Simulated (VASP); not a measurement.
# Results of a VASP single-point calculation on MgS (strained zincblende)

POSCAR

```
Mg S
 1.0000000000000000
     0.0000000000000000    2.8308768411999998    2.7459505360000001
     2.8308768411999998    0.0000000000000000    2.7459505360000001
     2.8308768411999998    2.8308768411999998    0.0000000000000000
 Mg  S
   1   1
Cartesian
  0.0000000000000000  0.0000000000000000  0.0000000000000000
  1.4154384205999999  1.4154384205999999  1.3729752680000000
```

```json
{"gap between bands v and c": "3.56 eV", "least direct gap": "3.56 eV"}
```

Band v is the last that the valence electrons fill when counted band by band, and c is the next. Levels in eV from the top of v:

| point | v−1 | v | c | c+1 |
| --- | --- | --- | --- | --- |
| Γ | -0.08 | 0.00 | 3.56 | 7.97 |
| X | -1.21 | -1.21 | 3.76 | 5.49 |
| K | -1.99 | -0.84 | 4.83 | 7.10 |
| L | -0.46 | -0.31 | 5.16 | 7.48 |
| W | -1.95 | -1.43 | 5.44 | 7.93 |

Which of these levels of theory gave these results?
A. PBEsol
B. PBE
C. HSE06
D. PBE with spin–orbit coupling
E. LDA
F. PBE0
G. r²SCAN

B.

The INCAR was:

```
NSW = 0
LWAVE = .FALSE.
ISMEAR = -1
LASPH = .TRUE.
LCHARG = .FALSE.
NELM = 120
ISIF = 2
SIGMA = 0.02
GGA = PE
EDIFF = 1E-7
LREAL = .FALSE.
PREC = Accurate
ENCUT = 520
IBRION = -1
NBANDS = 11
```
